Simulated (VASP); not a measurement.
# AlN (P6_3/mmc) in VASP: single point with PBE

Aim: the single point of AlN with PBE.

All numbers are computed with VASP 6.6.1; they aren't measurements. Logs are shortened: lines on timing, memory, paths and dates and some standing lists are left out, and cuts for length are marked.

### Step 1. Starting point

Symmetry: P6_3/mmc, No. 194, hexagonal system. Conventional cell: a = 3.312 Å, b = 3.312 Å, c = 4.188 Å, α = 90.00°, β = 90.00°, γ = 120.00°. Al (site symmetry -6m2) has 5 N at 1.91 to 2.09 Å as nearest neighbours. N (site symmetry -6m2) has 5 Al at 1.91 to 2.09 Å as nearest neighbours.

Measurements of this composition are mostly on another form, of space group No. 186.

### Step 2. Single point, PBE

Input file INCAR:

```
PREC = Accurate
ENCUT = 520
EDIFF = 1E-6
ISMEAR = 0
SIGMA = 0.1
LREAL = False
LASPH = True
NELM = 100
ALGO = Normal
ISIF = 2
LWAVE = False
LCHARG = False
GGA = PE
NBANDS = 16
```

Input file KPOINTS:

```
Automatic mesh
0
Gamma
  6 6 4
```

Input file POSCAR:

```
AlN
1.0
    3.3121157418      0.0000000000      0.0000000000
   -1.6560578709      2.8683763727      0.0000000000
    0.0000000000      0.0000000000      4.1875630000
Al N
2 2
Direct
    0.3333333300      0.6666666700      0.7500000000
    0.6666666700      0.3333333300      0.2500000000
    0.3333333300      0.6666666700      0.2500000000
    0.6666666700      0.3333333300      0.7500000000
```

Potentials or basis: VASP PAW PBE potentials, release 64 (Al, N).

On the command line:

```console
cat potpaw_PBE.64/Al/POTCAR potpaw_PBE.64/N/POTCAR > POTCAR
mpirun -np 1 vasp_std > vasp.out
```

OUTCAR:

```text
PREC = Accurate
   ENCUT = 520
   EDIFF = 1E-6
   ISMEAR = 0
   LREAL = False
   LASPH = True
   NELM = 100
   ISIF = 2
   GGA = PE

 ion  position               nearest neighbor table
   1  0.333  0.667  0.750-   4 1.91   4 1.91   4 1.91   3 2.09   3 2.09   2 2.84   2 2.84   2 2.84
                             2 2.84   2 2.84   2 2.84
   2  0.667  0.333  0.250-   3 1.91   3 1.91   3 1.91   4 2.09   4 2.09   1 2.84   1 2.84   1 2.84
                             1 2.84   1 2.84   1 2.84
   3  0.333  0.667  0.250-   2 1.91   2 1.91   2 1.91   1 2.09   1 2.09
   4  0.667  0.333  0.750-   1 1.91   1 1.91   1 1.91   2 2.09   2 2.09

  LATTYP: Found a hexagonal cell.
 ALAT       =     3.3121157418
 C/A-ratio  =     1.2643166261

  Lattice vectors:

 A1 = (   3.3121157418,   0.0000000000,   0.0000000000)
 A2 = (  -1.6560578709,   2.8683763727,   0.0000000000)
 A3 = (   0.0000000000,   0.0000000000,   4.1875630000)

Analysis of symmetry for initial positions (statically):
=====================================================================
 Subroutine PRICEL returns:
 Original cell was already a primitive cell.

 Routine SETGRP: Setting up the symmetry group for a
 hexagonal supercell.

 Subroutine GETGRP returns: Found 24 space group operations
 (whereof 12 operations were pure point group operations)
 out of a pool of 24 trial point group operations.

The static configuration has the point symmetry D_3d.
 The point group associated with its full space group is D_6h.

Analysis of symmetry for dynamics (positions and initial velocities):
=====================================================================
 Subroutine PRICEL returns:
 Original cell was already a primitive cell.

 Routine SETGRP: Setting up the symmetry group for a
 hexagonal supercell.

 Subroutine GETGRP returns: Found 24 space group operations
 (whereof 12 operations were pure point group operations)
 out of a pool of 24 trial point group operations.

The dynamic configuration has the point symmetry D_3d.
 The point group associated with its full space group is D_6h.

 Subroutine INISYM returns: Found 24 space group operations
 (whereof 12 operations are pure point group operations),
 and found     1 'primitive' translations

----------------------------------------------------------------------------------------

                                     Primitive cell

[... 92 lines left out ...]
   EDIFFG = 0.1E-04   stopping-criterion for IOM
   NSW    =      0    number of steps for IOM
   IBRION =     -1    ionic relax: 0-MD 1-quasi-New 2-CG
   NFREE  =      0    steps in history (QN), initial steepest desc. (CG)
   ISIF   =      2    stress and relaxation
   ISYM   =      2    0-nonsym 1-usesym 2-fastsym
   POTIM  = 0.5000    time-step for ionic-motion
   TEBEG  =    0.0;   TEEND  =   0.0 temperature during run
   PSTRESS=    0.0 pullay stress
   NELECT =      16.0000    total number of electrons
   NUPDOWN=      -1.0000    fix difference up-down
   EMIN   =  10.00;   EMAX   =-10.00  energy-range for DOS
   EFERMI =   0.00;   METHOD = LEGACY
   ISMEAR =     0;   SIGMA  =   0.10  broadening in eV -4-tet -1-fermi 0-gaus
   EFERMI_NEDOS =   21; number of points for ismear=-14 and -15
   IALGO  =     38    algorithm
   IMIX   =      4    mixing-type and parameters
     AMIX     =   0.40;   BMIX     =  1.00
     AMIX_MAG =   1.60;   BMIX_MAG =  1.00
  volume/ion in A,a.u.               =       9.95        67.12
  Fermi-wavevector in a.u.,A,eV,Ry     =   1.208409  2.283561 19.867927  1.460251
  Thomas-Fermi vector in A             =   2.344017
   LORBIT       =      0    0 simple, 1 ext, 2 COOP (PROOUT), +10 PAW based schemes
   GGA     = PE    functional components
   LHFCALC =     F    Hartree Fock is set to
   AEXX    =    0.0000 exact exchange contribution
   IVDW    =     0    specifies the selected vdW correction
   LEPSILON=     F    determine dielectric tensor
   LRPA    =     F    only Hartree local field effects (RPA)
 non-spin polarized calculation
 Gauss-broadening in eV      SIGMA  =   0.10
  energy-cutoff  :      520.00
  volume of cell :       39.78
 maximum number of plane-waves:      1080
 NGX is ok and might be reduce to    28
   NGX = 13   NGY = 13   NGZ = 15

 number of electron      15.9999999 magnetization

 Free energy of the ion-electron system (eV)
  ---------------------------------------------------
  ext. energy  EPLUGINS =         0.00000000
  ---------------------------------------------------
  free energy    TOTEN  =       -29.31872912 eV

  energy without entropy =      -29.31872912  energy(sigma->0) =      -29.31872912

 E-fermi :   8.3814     XC(G=0): -11.1608

 val. band max:        7.9495744571   @ k =   0.0000   0.0000   0.0000
 cond. band min:      11.2186992167   @ k =   0.0000   0.0000   0.0000
 fundamental gap:      3.2691247595
 Fermi energy:         8.3814363311

 k-point     1 :       0.0000    0.0000    0.0000
  band No.  band energies     occupation
      1      -8.8336      2.00000
      2      -5.2135      2.00000
      3       1.0875      2.00000
      4       4.6812      2.00000
      5       4.6812      2.00000
      6       6.3412      2.00000
[... 376 lines left out ...]
      3       1.1058      2.00000
      4       1.1058      2.00000
      5       2.8203      2.00000
      6       2.8203      2.00000
[... 8 lines left out ...]
     15      20.5835      0.00000
     16      20.5835      0.00000

------------------------ aborting loop because EDIFF is reached ----------------------------------------

  FORCE on cell =-STRESS in cart. coord.  units (eV):
  Direction    XX          YY          ZZ          XY          YZ          ZX
  --------------------------------------------------------------------------------------
  -------------------------------------------------------------------------------------
  Total        0.0017456      0.0017456      0.0054683      0.0000000     -0.0000000      0.0000000
  in kB        0.0702990      0.0702990      0.2202211      0.0000000     -0.0000000      0.0000000
  external PRESSURE =       0.1202730 kB  Pullay stress =       0.0000000 kB

 VOLUME and BASIS-vectors are now :
 -----------------------------------------------------------------------------
  energy-cutoff  :      520.00
  volume of cell :       39.78
      direct lattice vectors                 reciprocal lattice vectors
     3.312115742  0.000000000  0.000000000     0.301921816  0.174314642  0.000000000
    -1.656057871  2.868376373  0.000000000     0.000000000  0.348629284  0.000000000
     0.000000000  0.000000000  4.187563000     0.000000000  0.000000000  0.238802377

 POSITION                                       TOTAL-FORCE (eV/Angst)
 -----------------------------------------------------------------------------------
     -0.00000      1.91225      3.14067         0.000000     -0.000000      0.000000
      1.65606      0.95613      1.04689         0.000000     -0.000000      0.000000
     -0.00000      1.91225      1.04689         0.000000     -0.000000      0.000000
      1.65606      0.95613      3.14067        -0.000000      0.000000      0.000000
 -----------------------------------------------------------------------------------
    total drift:                               -0.000001      0.000001      0.000000

  FREE ENERGIE OF THE ION-ELECTRON SYSTEM (eV)
  ---------------------------------------------------
  free  energy   TOTEN  =       -29.3187291190 eV

  energy  without entropy=      -29.3187291190  energy(sigma->0) =      -29.31872912
```

OSZICAR:

```text
N       E                     dE             d eps       ncg     rms          rms(c)
DAV:   1     0.483407823767E+02    0.48341E+02   -0.73815E+03   672   0.901E+02
DAV:   2    -0.299399711032E+02   -0.78281E+02   -0.71218E+02   968   0.193E+02
DAV:   3    -0.337840130700E+02   -0.38440E+01   -0.38291E+01   800   0.435E+01
DAV:   4    -0.338068371655E+02   -0.22824E-01   -0.22823E-01   816   0.383E+00
DAV:   5    -0.338071355069E+02   -0.29834E-03   -0.29834E-03   808   0.439E-01    0.117E+01
DAV:   6    -0.293301068803E+02    0.44770E+01   -0.90887E+00   856   0.226E+01    0.389E+00
DAV:   7    -0.293386103287E+02   -0.85034E-02   -0.76658E-01   752   0.596E+00    0.285E+00
DAV:   8    -0.293276031646E+02    0.11007E-01   -0.91141E-02   688   0.260E+00    0.890E-01
DAV:   9    -0.293182116884E+02    0.93915E-02   -0.19620E-02   832   0.112E+00    0.283E-01
DAV:  10    -0.293188493370E+02   -0.63765E-03   -0.36169E-03   784   0.386E-01    0.170E-01
DAV:  11    -0.293187278953E+02    0.12144E-03   -0.24305E-04   752   0.125E-01    0.455E-02
DAV:  12    -0.293187296667E+02   -0.17714E-05   -0.17938E-05   792   0.333E-02    0.804E-03
DAV:  13    -0.293187291190E+02    0.54768E-06   -0.63897E-06   824   0.190E-02
   1 F= -.29318729E+02 E0= -.29318729E+02  d E =-.311363E-11
```

It took 12 s on 1 thread of Intel Xeon 6975P-C (Granite Rapids), shared host; peak memory 0.14 GiB.

Results:

* Free energy: -29.3187 eV
* Pressure: 0.0 GPa
* Band gap on the k mesh: 3.27 eV, direct

Levels at points of the mesh, in eV from the valence-band top:
| k point | band 6 | band 7 | band 8 | band 9 | band 10 | band 11 |
| --- | --- | --- | --- | --- | --- | --- |
| (0.00, 0.00, 0.00) | -1.61 | -1.61 | 0.00 | 3.27 | 4.40 | 8.24 |
| (0.50, 0.00, 0.00) | -4.31 | -2.88 | -1.46 | 3.88 | 7.08 | 7.21 |
| (0.00, 0.00, 0.50) | -2.48 | -2.48 | -2.48 | 5.66 | 5.66 | 8.43 |
| (0.50, 0.00, 0.50) | -3.24 | -1.74 | -1.74 | 5.07 | 5.07 | 9.25 |
